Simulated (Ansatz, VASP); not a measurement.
## One calculation of Ti, two programs

```xyz
1
Lattice="0.0000 2.0300 2.0300 2.0300 0.0000 2.0300 2.0300 2.0300 0.0000" Properties=species:S:1:pos:R:3 pbc="T T T"
Ti    0.0000    0.0000    0.0000
```

This isn't the form of Ti at room conditions, which is hcp.

Alike in both runs: task single point; functional LDA; k mesh 11 × 11 × 11; occupations gaussian, width 0.02 eV; no spin polarisation.

|  | VASP | Ansatz |
| --- | --- | --- |
| version | VASP 6.6.1 | Ansatz 0.2.0 |
| potentials or method | VASP PAW LDA potentials, release 64 (Ti_sv), cutoff 520 eV | all-electron LAPW, scalar-relativistic |

VASP gave:

| Quantity | Value |
| --- | --- |
| gap on the k mesh at the Fermi level (eV) | none |
| pressure (GPa) | -5.5 |

Q: Which values does Ansatz return?

A: gap on the k mesh at the Fermi level (eV): none; pressure (GPa): -5.3.

A gap of «none» marks a metal or a gap that the smearing closes. Ansatz ran all-electron here, so the differences hold the error of VASP's frozen core and of both bases.
